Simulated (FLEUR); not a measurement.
# CoO (I4/mmm) in FLEUR: single point with PBE

Aim: the single point of CoO with PBE.

All numbers are computed with FLEUR MaX-R8.1 (later development tree); they aren't measurements. Logs are shortened: lines on timing, memory, paths and dates and some standing lists are left out, and cuts for length are marked.

## (1) Starting point

The structure is tetragonal, space group I4/mmm (No. 139). The conventional cell has a = 3.016 Å, b = 3.016 Å, c = 4.214 Å, α = 90.00°, β = 90.00°, γ = 90.00°. Co (site symmetry 4/mmm) has 6 O at 2.11 to 2.13 Å as nearest neighbours. O (site symmetry 4/mmm) has 6 Co at 2.11 to 2.13 Å as nearest neighbours.

## (2) Single point, PBE, collinear spin, ferromagnetic start

Input file inp.xml:

```xml
<?xml version="1.0" encoding="UTF-8" standalone="no"?>
<fleurInput fleurInputVersion="0.39">
   <comment>
      CoO                                                                                                 
   </comment>
   <calculationSetup>
      <cutoffs Kmax="4.83" Gmax="15.0" GmaxXC="15.0" numbands="0"/>
      <scfLoop itmax="60" minDistance="0.00001" maxIterBroyd="15" imix="Anderson" alpha="0.05" precondParam="0.0" spinf="2.0" sdNocoIR="T"/>
      <coreElectrons ctail="T" frcor="F" kcrel="0" coretail_lmax="0"/>
      <xcFunctional name="pbe" relativisticCorrections="F"/>
      <magnetism jspins="2"/>
      <soc l_soc="F" theta="0.0" phi="0.0" spav="F"/>
      <expertModes spex="0" secvar="F"/>
      <geometryOptimization l_f="T" forcealpha="1.0" forcemix="BFGS" epsdisp="0.0005" epsforce="0.0002"/>
      <ldaU l_linMix="F" mixParam="0.05" spinf="1.0"/>
   </calculationSetup>
   <cell>
      <bzIntegration valenceElectrons="23.0" mode="hist" fermiSmearingEnergy="0.00183747">
         <kPointListSelection listName="default-1"/>
         <!-- k-points included here -->
         <xi:include xmlns:xi="http://www.w3.org/2001/XInclude" href="kpts.xml"> </xi:include>
      </bzIntegration>
      <!-- symmetry operations included here -->
      <xi:include xmlns:xi="http://www.w3.org/2001/XInclude" href="sym.xml"> </xi:include>
      <bulkLattice scale="1.0">
         <bravaisMatrix>
            <row-1>   -2.8497069958968000     2.8497069958968000     3.9821207229907136</row-1>
            <row-2>    2.8497069958968000    -2.8497069958968000     3.9821207229907136</row-2>
            <row-3>    2.8497069958968000     2.8497069958968000    -3.9821207229907136</row-3>
         </bravaisMatrix>
      </bulkLattice>
   </cell>
   <atomSpecies>
      <species name="Cobalt (Co3.500" element="Co" atomicNumber="27">
         <mtSphere radius="2.03" gridPoints="691" logIncrement="0.018"/>
         <atomicCutoffs lmax="8" lnonsphr="6"/>
         <electronConfig flipSpins="F">
            <coreConfig>(1s1/2) (2s1/2) (2p1/2) (2p3/2)</coreConfig>
            <valenceConfig>(3s1/2) (3p1/2) (3p3/2) (4s1/2) (3d3/2) (3d5/2)</valenceConfig>
            <stateOccupation state="(3d3/2)" spinUp="2.0" spinDown="0.8"/>
            <stateOccupation state="(3d5/2)" spinUp="3.0" spinDown="1.2"/>
         </electronConfig>
         <energyParameters s="4" p="4" d="3" f="4"/>
         <lo type="SCLO" l="0" n="3" eDeriv="0"/>
         <lo type="SCLO" l="1" n="3" eDeriv="0"/>
         <lo type="SCLO" l="1" n="3" eDeriv="1"/>
         <lo type="SCLO" l="2" n="3" eDeriv="2"/>
         <lo type="SCLO" l="3" n="4" eDeriv="2"/>
      </species>
      <species name="Oxygen (O)" element="O" atomicNumber="8">
         <mtSphere radius="1.55" gridPoints="529" logIncrement="0.02"/>
         <atomicCutoffs lmax="8" lnonsphr="6"/>
         <electronConfig flipSpins="F">
            <coreConfig>(1s1/2)</coreConfig>
            <valenceConfig>(2s1/2) (2p1/2) (2p3/2)</valenceConfig>
            <stateOccupation state="(2p1/2)" spinUp="0.666667" spinDown="0.666667"/>
            <stateOccupation state="(2p3/2)" spinUp="1.333333" spinDown="1.333333"/>
         </electronConfig>
         <energyParameters s="2" p="2" d="3" f="4"/>
         <lo type="SCLO" l="0" n="2" eDeriv="2"/>
         <lo type="SCLO" l="1" n="2" eDeriv="2"/>
         <lo type="SCLO" l="2" n="3" eDeriv="2"/>
      </species>
   </atomSpecies>
   <atomGroups>
      <atomGroup species="Cobalt (Co3.500">
         <relPos label="                   1">.0000000000 .0000000000 .0000000000</relPos>
         <force calculate="T" relaxXYZ="TTT"/>
      </atomGroup>
      <atomGroup species="Oxygen (O)">
         <relPos label="                   2">1.000/2.000 1.000/2.000 .0000000000</relPos>
         <force calculate="T" relaxXYZ="TTT"/>
      </atomGroup>
   </atomGroups>
   <output dos="F" band="F" slice="F">
      <checks vchk="F" cdinf="F"/>
      <bandDOS minEnergy="-.5*Htr" maxEnergy="0.5*Htr" sigma="0.015" storeEVData="T"/>
      <vacuumDOS vacdos="F" integ="F" star="F" nstars="0" locx1="0.0" locy1="0.0" locx2="0.0" locy2="0.0" nstm="0" tworkf="0.0"/>
      <unfoldingBand unfoldBand="F" supercellX="1" supercellY="1" supercellZ="1"/>
      <plotting iplot="0" polar="F">
         <plot TwoD="T" vec1="  1.0  0.0  0.0" vec2="  0.0  1.0  0.0" vec3="  0.0  0.0  1.0" zero="  0.0  0.0  0.0" file="plot"/>
      </plotting>
      <chargeDensitySlicing numkpt="0" minEigenval="0.0" maxEigenval="0.0" nnne="0" pallst="F"/>
      <specialOutput eonly="F"/>
      <moessbauerParams electricFieldGradient="T" isomerShift="T" coreHyperfine="T" valenceHyperfine="T"/>
      <magneticCircularDichroism mcd="F" energyLo="-10.0" energyUp="0.0"/>
   </output>
  <!-- We include the file relax.xml here to enable relaxations (see documentation) -->
  <xi:include xmlns:xi="http://www.w3.org/2001/XInclude" href="relax.xml"> <xi:fallback/> </xi:include>
</fleurInput>
```

Input file crystal.txt:

```
CoO
&input cartesian=F /
-1.5080000000  1.5080000000  2.1072475377
1.5080000000  -1.5080000000  2.1072475377
1.5080000000  1.5080000000  -2.1072475377
1.8897261246
1.0 1.0 1.0

2
27 0.0000000000  0.0000000000  0.0000000000 : 3.500
8 0.5000000000  0.5000000000  0.0000000000

&kpt div1=12 div2=12 div3=12 gamma=T /
```

Potentials or basis: all-electron, FLAPW.

Started as:

```console
$ inpgen -f crystal.txt -profile fastHighL
$ # inp.xml edited to the form shown
$ fleur_MPI
```

Standard output:

```text
Welcome to FLEUR        (www.flapw.de)
      MaX-Release 8.1          (www.max-centre.eu)

 ========== k-point set info ==========
 Selected k-point list: default-1
 k-point list type: mesh
 12 x 12 x 12
 Number of k points: 163

 ------------Calculation Setup---------------------------
 Number of MPI-tasks      :            1
 Number of PE/node        :            1
 Number of OMP-threads    :            1
 Most efficient MPI parallelization for:
           1         163
 Additional eigenvalue parallelization possible
 Number of basis functions:          333
 Approximate size of matrices (H+S) per k-point:         0.002 GB
 --------------------------------------------------------
 Iteration:     1   Distance:      23.99940642 me/bohr^3
 Iteration:     2   Distance:      20.81427146 me/bohr^3
 Iteration:     3   Distance:      14.78776196 me/bohr^3
 Iteration:     4   Distance:      13.97954040 me/bohr^3
 Iteration:     5   Distance:       8.69677614 me/bohr^3
 Iteration:     6   Distance:       8.93301176 me/bohr^3
 Iteration:     7   Distance:       1.72417142 me/bohr^3
 Iteration:     8   Distance:       1.56763877 me/bohr^3
 Iteration:     9   Distance:       1.17367910 me/bohr^3
 Iteration:    10   Distance:       0.45908999 me/bohr^3
[... 8 lines left out ...]
 Iteration:    19   Distance:       0.00189448 me/bohr^3
 Iteration:    20   Distance:       0.00165270 me/bohr^3
 Iteration:    21   Distance:       0.00079895 me/bohr^3
 Iteration:    22   Distance:       0.00040086 me/bohr^3
 Iteration:    23   Distance:       0.00024587 me/bohr^3
 Iteration:    24   Distance:       0.00010764 me/bohr^3
 Iteration:    25   Distance:       0.00004055 me/bohr^3
 Iteration:    26   Distance:       0.00001852 me/bohr^3
 Iteration:    27   Distance:       0.00001772 me/bohr^3
 Iteration:    28   Distance:       0.00000051 me/bohr^3

 ********************************************************************
 Run finished successfully
 Stop message:
   Structural relaxation: Done
 ********************************************************************
```

It took 7.2 min on 1 thread of Arm Neoverse V2, shared host; peak memory 0.07 GiB.

What came out:

* Free energy: -39965.4007 eV
* Band gap on the k mesh: none (metal or under the smearing width)
* Net moment: 2.92 μB per cell
* Site moments: Co +2.55; O +0.30 μB
* Valence electrons inside the program's atomic spheres: Co 15.09; O 4.98 (radii Co 2.03, O 1.55 bohr)

Levels at points of the mesh, in eV from the Fermi level:
Spin up:
```csv
k point,band 9,band 10,band 11,band 12,band 13,band 14,band 15,band 16,band 17,band 18
"(0.00, 0.00, 0.00)",-3.20,-3.20,-3.15,-3.15,-3.01,0.95,16.75,18.05,18.05,18.10
"(0.00, 0.00, 0.50)",-4.01,-2.96,-2.42,-2.10,-2.02,5.82,9.74,11.67,15.70,15.90
"(0.00, 0.50, 0.00)",-2.39,-2.34,-1.81,0.06,0.14,4.99,9.34,13.26,13.53,20.47
"(0.50, 0.50, 0.50)",-3.92,-2.92,-2.43,-2.11,-2.11,5.83,9.89,11.55,15.65,15.65
```
Spin down:
| k point | band 6 | band 7 | band 8 | band 9 | band 10 | band 11 | band 12 | band 13 | band 14 | band 15 |
| --- | --- | --- | --- | --- | --- | --- | --- | --- | --- | --- |
| (0.00, 0.00, 0.00) | -2.70 | -2.64 | -2.64 | -1.13 | -1.13 | -1.10 | 0.05 | 0.10 | 1.50 | 16.65 |
| (0.00, 0.00, 0.50) | -6.52 | -3.97 | -3.86 | -2.27 | 0.11 | 0.16 | 0.54 | 1.04 | 6.68 | 10.21 |
| (0.00, 0.50, 0.00) | -7.72 | -4.75 | -4.71 | -0.15 | -0.10 | 0.18 | 2.72 | 2.76 | 5.28 | 10.13 |
| (0.50, 0.50, 0.50) | -6.51 | -3.95 | -3.95 | -2.29 | 0.15 | 0.15 | 0.61 | 1.01 | 6.68 | 10.35 |

Core levels (eV from the Fermi level):
| atom | levels |
| --- | --- |
| 1 Co | 1s1/2 -7584.4, 2s1/2 -892.1, 2p1/2 -772.8, 2p3/2 -758.0 |
| 2 O | 1s1/2 -506.7 |

Caveat: a cell with one magnetic atom can't hold antiferromagnetic order, which such compounds often take; semilocal functionals often make such compounds metallic where correlation or magnetic order opens a gap, which also shifts bond lengths.
